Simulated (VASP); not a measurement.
Wanted: the native input for a VASP 6.6.1 run.

```
Task                   : single point
Functional             : PBE
Potentials or basis    : VASP PAW PBE potentials, release 64 (Zr_sv, S)
Cutoff                 : 520 eV
k mesh                 : 6 × 6 × 6
Occupations            : gaussian, width 0.1 eV
Spin                   : no spin polarisation
Dipole correction      : no
Further INCAR settings : ALGO = Fast; EDIFF = 1e-06; NBANDS = 29
```

The structure of Zr2S3 lies in POSCAR:

```
Zr2S3
1.0
    1.8211102979      1.0514185207      8.4417699992
   -1.8211102979      1.0514185207      8.4417699992
    0.0000000000     -2.1028370414      8.4417699992
Zr S
2 3
Direct
    0.4000000000      0.4000000000      0.4000000000
    0.6000000000      0.6000000000      0.6000000000
    0.0000000000      0.0000000000      0.0000000000
    0.2095000000      0.2095000000      0.2095000000
    0.7905000000      0.7905000000      0.7905000000
```

The cell was built by a generator and needn't be a form met in nature.

These files were run (other wordings do the same):

INCAR

```
ALGO = Fast ; EDIFF = 1E-6
ENCUT = 520 ; GGA = PE
ISIF = 2 ; ISMEAR = 0
LASPH = T ; LCHARG = T
LELF = T ; LREAL = F
LVHAR = T ; LWAVE = F
NBANDS = 29 ; NELM = 100
PREC = Accurate ; SIGMA = 0.1
```

KPOINTS

```
k-points
0
Gamma
  6 6 6
```

Potentials or basis: VASP PAW PBE potentials, release 64 (Zr_sv, S).

Command:

```bash
$ cat potpaw_PBE.64/Zr_sv/POTCAR potpaw_PBE.64/S/POTCAR > POTCAR
$ mpirun -np 1 vasp_std > vasp.out
```

It gave:

```json
{"Pressure": "0.2 GPa", "Largest force": "1.065 eV/Å", "Band gap on the k mesh": "none (metal or under the smearing width)"}
```

Caveat: forces of over 1 eV/Å show positions far from the minimum, so gaps and moduli don't describe the material at rest.

It took 11 min on 1 thread of Intel(R) Xeon(R) 6975P-C (Granite Rapids) (shared host), peak memory 0.72 GiB.
